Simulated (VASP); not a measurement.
# SnTe (Fm-3m) in VASP: single point with LDA

Aim: the single point of SnTe with LDA.

All numbers are computed with VASP 6.6.1; they aren't measurements. Logs are shortened: lines on timing, memory, paths and dates and some standing lists are left out, and cuts for length are marked.

**Measured values to compare with.**

A printed reference work, textbook reports, for a bulk crystal of SnTe at 300 K: band gap 0.18 eV (direct).

The runs below are set against these values where they give the same quantity.

## (1) The cell of the first run

It takes space group Fm-3m (No. 225, cubic). The conventional cell has a = 6.313 Å, b = 6.313 Å, c = 6.313 Å, α = 90.00°, β = 90.00°, γ = 90.00°. Within 4.2 Å of Sn (site symmetry m-3m) lie 6 Te at 3.16 Å. Within 4.2 Å of Te (site symmetry m-3m) lie 6 Sn at 3.16 Å.

## (2) Single point, LDA

Contents of INCAR:

```
PREC = Accurate
ENCUT = 520
EDIFF = 1E-6
ISMEAR = 0
SIGMA = 0.1
LREAL = False
LASPH = True
NELM = 100
ALGO = Normal
ISIF = 2
LWAVE = False
LCHARG = False
GGA = CA
NBANDS = 17
```

Contents of KPOINTS:

```
regular mesh
0
Gamma
  6 6 6
```

Contents of POSCAR:

```
SnTe
1.0
    0.0000000000      3.1565000000      3.1565000000
    3.1565000000      0.0000000000      3.1565000000
    3.1565000000      3.1565000000      0.0000000000
Sn Te
1 1
Direct
    0.0000000000      0.0000000000      0.0000000000
    0.5000000000      0.5000000000      0.5000000000
```

Potentials or basis: VASP PAW LDA potentials, release 64 (Sn_d, Te).

Run with:

```
> cat potpaw_LDA.64/Sn_d/POTCAR potpaw_LDA.64/Te/POTCAR > POTCAR
> mpirun -np 1 vasp_std > vasp.out
```

OUTCAR:

```text
PREC = Accurate
   ENCUT = 520
   EDIFF = 1E-6
   ISMEAR = 0
   LREAL = False
   LASPH = True
   NELM = 100
   ISIF = 2
   GGA = CA

 ion  position               nearest neighbor table
   1  0.000  0.000  0.000-   2 3.16   2 3.16   2 3.16   2 3.16   2 3.16   2 3.16
   2  0.500  0.500  0.500-   1 3.16   1 3.16   1 3.16   1 3.16   1 3.16   1 3.16

  LATTYP: Found a face centered cubic cell.
 ALAT       =     6.3130000000

  Lattice vectors:

 A1 = (   0.0000000000,   3.1565000000,   3.1565000000)
 A2 = (   3.1565000000,   0.0000000000,   3.1565000000)
 A3 = (   3.1565000000,   3.1565000000,   0.0000000000)

Analysis of symmetry for initial positions (statically):
=====================================================================
 Subroutine PRICEL returns:
 Original cell was already a primitive cell.

 Routine SETGRP: Setting up the symmetry group for a
 face centered cubic supercell.

 Subroutine GETGRP returns: Found 48 space group operations
 (whereof 48 operations were pure point group operations)
 out of a pool of 48 trial point group operations.

The static configuration has the point symmetry O_h .

Analysis of symmetry for dynamics (positions and initial velocities):
=====================================================================
 Subroutine PRICEL returns:
 Original cell was already a primitive cell.

 Routine SETGRP: Setting up the symmetry group for a
 face centered cubic supercell.

 Subroutine GETGRP returns: Found 48 space group operations
 (whereof 48 operations were pure point group operations)
 out of a pool of 48 trial point group operations.

The dynamic configuration has the point symmetry O_h .

 Subroutine INISYM returns: Found 48 space group operations
 (whereof 48 operations are pure point group operations),
 and found     1 'primitive' translations

----------------------------------------------------------------------------------------

                                     Primitive cell

  volume of cell :      62.8995

  direct lattice vectors                    reciprocal lattice vectors
     0.000000000  3.156500000  3.156500000    -0.158403295  0.158403295  0.158403295
     3.156500000  0.000000000  3.156500000     0.158403295 -0.158403295  0.158403295
     3.156500000  3.156500000  0.000000000     0.158403295  0.158403295 -0.158403295

  length of vectors
     4.463965110  4.463965110  4.463965110     0.274362555  0.274362555  0.274362555

  position of ions in fractional coordinates (direct lattice)
     0.000000000  0.000000000  0.000000000
     0.500000000  0.500000000  0.500000000

  ion indices of the primitive-cell ions
   primitive index   ion index
                 1           1
                 2           2

----------------------------------------------------------------------------------------

 KPOINTS: regular mesh

Automatic generation of k-mesh.
 Grid dimensions read from file:
 generate k-points for:    6    6    6

 Generating k-lattice:

  Cartesian coordinates                     Fractional coordinates (reciprocal lattice)
    -0.026400549  0.026400549  0.026400549     0.166666667  0.000000000  0.000000000
     0.026400549 -0.026400549  0.026400549     0.000000000  0.166666667  0.000000000
     0.026400549  0.026400549 -0.026400549     0.000000000  0.000000000  0.166666667

  Length of vectors
     0.045727092  0.045727092  0.045727092

  Shift w.r.t. Gamma in fractional coordinates (k-lattice)
     0.000000000  0.000000000  0.000000000

 Subroutine IBZKPT returns following result:
 ===========================================

 Found     16 irreducible k-points:

 Following reciprocal coordinates:
            Coordinates               Weight
  0.000000  0.000000  0.000000      1.000000
  0.166667  0.000000  0.000000      8.000000
  0.333333  0.000000  0.000000      8.000000
  0.500000  0.000000  0.000000      4.000000
  0.166667  0.166667  0.000000      6.000000
  0.333333  0.166667  0.000000     24.000000
[... 8 lines left out ...]
 -0.333333  0.333333  0.166667     24.000000
 -0.333333  0.500000  0.166667     12.000000
   k-points           NKPTS =     16   k-points in BZ     NKDIM =     16   number of bands    NBANDS=     17
   number of dos      NEDOS =    301   number of ions     NIONS =      2
   total plane-waves  NPLWV =  46656
   dimension x,y,z NGX =    36 NGY =   36 NGZ =   36
   dimension x,y,z NGXF=    72 NGYF=   72 NGZF=   72
   ions per type =               1   1
   NGX,Y,Z   is equivalent  to a cutoff of  13.41, 13.41, 13.41 a.u.
   NGXF,Y,Z  is equivalent  to a cutoff of  26.81, 26.81, 26.81 a.u.
 SYSTEM =  unknown system
   PREC   = accura    normal or accurate (medium, high low for compatibility)
   ISTART =      0    job   : 0-new  1-cont  2-samecut
   ICHARG =      2    charge: 1-file 2-atom 10-const
   ISPIN  =      1    spin polarized calculation?
   LNONCOLLINEAR =      F non collinear calculations
   LSORBIT =      F    spin-orbit coupling
   LASPH  =      T    aspherical Exc in radial PAW
   ENCUT  =  520.0 eV  38.22 Ry    6.18 a.u.   8.30  8.30  8.30*2*pi/ulx,y,z
   NELM   =    100;   NELMIN=  2; NELMDL= -5     # of ELM steps
   EDIFF  = 0.1E-05   stopping-criterion for ELM
   LREAL  =      F    real-space projection
   EDIFFG = 0.1E-04   stopping-criterion for IOM
   NSW    =      0    number of steps for IOM
   IBRION =     -1    ionic relax: 0-MD 1-quasi-New 2-CG
   NFREE  =      0    steps in history (QN), initial steepest desc. (CG)
   ISIF   =      2    stress and relaxation
   ISYM   =      2    0-nonsym 1-usesym 2-fastsym
   POTIM  = 0.5000    time-step for ionic-motion
   TEBEG  =    0.0;   TEEND  =   0.0 temperature during run
   PSTRESS=    0.0 pullay stress
   NELECT =      20.0000    total number of electrons
   NUPDOWN=      -1.0000    fix difference up-down
   EMIN   =  10.00;   EMAX   =-10.00  energy-range for DOS
   EFERMI =   0.00;   METHOD = LEGACY
   ISMEAR =     0;   SIGMA  =   0.10  broadening in eV -4-tet -1-fermi 0-gaus
   EFERMI_NEDOS =   21; number of points for ismear=-14 and -15
   IALGO  =     38    algorithm
   IMIX   =      4    mixing-type and parameters
     AMIX     =   0.40;   BMIX     =  1.00
     AMIX_MAG =   1.60;   BMIX_MAG =  1.00
  volume/ion in A,a.u.               =      31.45       212.23
  Fermi-wavevector in a.u.,A,eV,Ry     =   1.117384  2.111549 16.987507  1.248547
  Thomas-Fermi vector in A             =   2.254006
   LORBIT       =      0    0 simple, 1 ext, 2 COOP (PROOUT), +10 PAW based schemes
   GGA     = CA    functional components
   LHFCALC =     F    Hartree Fock is set to
   AEXX    =    0.0000 exact exchange contribution
   IVDW    =     0    specifies the selected vdW correction
   LEPSILON=     F    determine dielectric tensor
   LRPA    =     F    only Hartree local field effects (RPA)
 non-spin polarized calculation
 Gauss-broadening in eV      SIGMA  =   0.10
  energy-cutoff  :      520.00
  volume of cell :       62.90
 maximum number of plane-waves:      1711
 NGX is ok and might be reduce to    36
   NGX = 17   NGY = 17   NGZ = 17

 number of electron      19.9999999 magnetization

 Free energy of the ion-electron system (eV)
  ---------------------------------------------------
  ext. energy  EPLUGINS =         0.00000000
  ---------------------------------------------------
  free energy    TOTEN  =        -8.82261439 eV

  energy without entropy =       -8.82101023  energy(sigma->0) =       -8.82181231

 E-fermi :   6.6678     XC(G=0):  -9.7183

 val. band max:        6.6163948113   @ k =   0.5000   0.0000   0.0000
 cond. band min:       6.7192306513   @ k =   0.5000   0.0000   0.0000
 fundamental gap:      0.1028358400
 Fermi energy:         6.6678125706

 k-point     1 :       0.0000    0.0000    0.0000
  band No.  band energies     occupation
      1     -15.1342      2.00000
      2     -15.1342      2.00000
      3     -15.1250      2.00000
      4     -15.1250      2.00000
      5     -15.1250      2.00000
      6      -6.1128      2.00000
[... 9 lines left out ...]
     16      11.4526      0.00000
     17      13.4428      0.00000

 k-point     2 :       0.1667    0.0000    0.0000
  band No.  band energies     occupation
      1     -15.1352      2.00000
      2     -15.1352      2.00000
      3     -15.1246      2.00000
      4     -15.1235      2.00000
      5     -15.1235      2.00000
      6      -5.8836      2.00000
[... 9 lines left out ...]
     16      12.0047      0.00000
     17      15.0810      0.00000

 k-point     3 :       0.3333    0.0000    0.0000
  band No.  band energies     occupation
      1     -15.1378      2.00000
      2     -15.1378      2.00000
      3     -15.1238      2.00000
      4     -15.1201      2.00000
      5     -15.1201      2.00000
      6      -5.2873      2.00000
[... 9 lines left out ...]
     16      13.5122      0.00000
     17      17.2344      0.00000

 k-point     4 :       0.5000    0.0000    0.0000
  band No.  band energies     occupation
      1     -15.1392      2.00000
      2     -15.1392      2.00000
      3     -15.1234      2.00000
      4     -15.1182      2.00000
      5     -15.1182      2.00000
      6      -4.8449      2.00000
[... 9 lines left out ...]
     16      15.5023      0.00000
     17      15.5023      0.00000

 k-point     5 :       0.1667    0.1667    0.0000
  band No.  band energies     occupation
      1     -15.1380      2.00000
      2     -15.1330      2.00000
      3     -15.1260      2.00000
      4     -15.1224      2.00000
      5     -15.1224      2.00000
      6      -5.8088      2.00000
[... 9 lines left out ...]
     16      12.8614      0.00000
     17      13.8815      0.00000

 k-point     6 :       0.3333    0.1667    0.0000
  band No.  band energies     occupation
      1     -15.1412      2.00000
      2     -15.1338      2.00000
      3     -15.1255      2.00000
      4     -15.1201      2.00000
      5     -15.1192      2.00000
      6      -5.3359      2.00000
[... 9 lines left out ...]
     16      14.3503      0.00000
     17      15.7141      0.00000

 k-point     7 :       0.5000    0.1667    0.0000
  band No.  band energies     occupation
      1     -15.1420      2.00000
      2     -15.1365      2.00000
      3     -15.1232      2.00000
      4     -15.1191      2.00000
      5     -15.1174      2.00000
      6      -4.7874      2.00000
[... 9 lines left out ...]
     16      15.5951      0.00000
     17      16.0740      0.00000

 k-point     8 :      -0.3333    0.1667    0.0000
  band No.  band energies     occupation
      1     -15.1394      2.00000
      2     -15.1382      2.00000
      3     -15.1225      2.00000
      4     -15.1194      2.00000
      5     -15.1191      2.00000
      6      -4.9337      2.00000
[... 9 lines left out ...]
     16      14.7590      0.00000
     17      16.4652      0.00000

 k-point     9 :      -0.1667    0.1667    0.0000
  band No.  band energies     occupation
      1     -15.1375      2.00000
      2     -15.1360      2.00000
      3     -15.1241      2.00000
      4     -15.1222      2.00000
      5     -15.1207      2.00000
      6      -5.5287      2.00000
[... 9 lines left out ...]
     16      14.1091      0.00000
     17      14.5042      0.00000

 k-point    10 :       0.3333    0.3333    0.0000
  band No.  band energies     occupation
      1     -15.1467      2.00000
      2     -15.1306      2.00000
      3     -15.1279      2.00000
      4     -15.1170      2.00000
      5     -15.1170      2.00000
      6      -5.0502      2.00000
[... 9 lines left out ...]
     16      15.5926      0.00000
     17      15.9004      0.00000

 k-point    11 :       0.5000    0.3333    0.0000
  band No.  band energies     occupation
      1     -15.1482      2.00000
      2     -15.1316      2.00000
      3     -15.1268      2.00000
      4     -15.1161      2.00000
      5     -15.1154      2.00000
      6      -4.6422      2.00000
[... 9 lines left out ...]
     16      16.1885      0.00000
     17      16.7498      0.00000

 k-point    12 :      -0.3333    0.3333    0.0000
  band No.  band energies     occupation
      1     -15.1445      2.00000
      2     -15.1352      2.00000
      3     -15.1229      2.00000
      4     -15.1187      2.00000
      5     -15.1168      2.00000
      6      -4.5680      2.00000
[... 9 lines left out ...]
     16      14.3295      0.00000
     17      16.6005      0.00000

 k-point    13 :       0.5000    0.5000    0.0000
  band No.  band energies     occupation
      1     -15.1516      2.00000
      2     -15.1294      2.00000
      3     -15.1289      2.00000
      4     -15.1141      2.00000
      5     -15.1141      2.00000
      6      -4.5518      2.00000
[... 9 lines left out ...]
     16      17.1651      0.00000
     17      17.7266      0.00000

 k-point    14 :       0.5000    0.3333    0.1667
  band No.  band energies     occupation
      1     -15.1439      2.00000
      2     -15.1343      2.00000
      3     -15.1247      2.00000
      4     -15.1186      2.00000
      5     -15.1171      2.00000
      6      -4.8686      2.00000
[... 9 lines left out ...]
     16      15.0238      0.00000
     17      15.6885      0.00000

 k-point    15 :      -0.3333    0.3333    0.1667
  band No.  band energies     occupation
      1     -15.1443      2.00000
      2     -15.1354      2.00000
      3     -15.1218      2.00000
      4     -15.1209      2.00000
      5     -15.1156      2.00000
      6      -4.5676      2.00000
[... 9 lines left out ...]
     16      16.5031      0.00000
     17      16.6172      0.00000

 k-point    16 :      -0.3333    0.5000    0.1667
  band No.  band energies     occupation
      1     -15.1478      2.00000
      2     -15.1327      2.00000
      3     -15.1253      2.00000
      4     -15.1180      2.00000
      5     -15.1142      2.00000
      6      -4.4861      2.00000
[... 9 lines left out ...]
     16      16.7311      0.00000
     17      17.8547      0.00000

------------------------ aborting loop because EDIFF is reached ----------------------------------------

  FORCE on cell =-STRESS in cart. coord.  units (eV):
  Direction    XX          YY          ZZ          XY          YZ          ZX
  --------------------------------------------------------------------------------------
  -------------------------------------------------------------------------------------
  Total       -0.6733444     -0.6733444     -0.6733444      0.0000000     -0.0000000      0.0000000
  in kB      -17.1514354    -17.1514354    -17.1514354      0.0000000     -0.0000000      0.0000000
  external PRESSURE =     -17.1514354 kB  Pullay stress =       0.0000000 kB

 VOLUME and BASIS-vectors are now :
 -----------------------------------------------------------------------------
  energy-cutoff  :      520.00
  volume of cell :       62.90
      direct lattice vectors                 reciprocal lattice vectors
     0.000000000  3.156500000  3.156500000    -0.158403295  0.158403295  0.158403295
     3.156500000  0.000000000  3.156500000     0.158403295 -0.158403295  0.158403295
     3.156500000  3.156500000  0.000000000     0.158403295  0.158403295 -0.158403295

 POSITION                                       TOTAL-FORCE (eV/Angst)
 -----------------------------------------------------------------------------------
      0.00000      0.00000      0.00000         0.000000     -0.000000      0.000000
      3.15650      3.15650      3.15650         0.000000      0.000000      0.000000
 -----------------------------------------------------------------------------------
    total drift:                               -0.000000      0.000000      0.000000

  FREE ENERGIE OF THE ION-ELECTRON SYSTEM (eV)
  ---------------------------------------------------
  free  energy   TOTEN  =        -8.8226143914 eV

  energy  without entropy=       -8.8210102323  energy(sigma->0) =       -8.82181231
```

It took 42 s on 1 thread of AMD EPYC 7R13, shared host; peak memory 0.14 GiB.

Results:

- Free energy: -8.8226 eV
- Pressure: -1.7 GPa
- Band gap on the k mesh: 0.10 eV, direct

Caveat: spin-orbit coupling is left out, which moves the levels of the heavy elements.

## (3) Comparison with measurements

Step 2. Measured gap of SnTe: 0.18 eV (direct; 300 K; a printed reference work, textbook). This calculation gives 0.10 eV (-0.08 eV). Spin-orbit coupling on Sn, Te is left out. The value is that of LDA on a finite k mesh, which can miss the band edges, without temperature or zero-point motion. Semilocal functionals fall short of measured gaps as a rule.
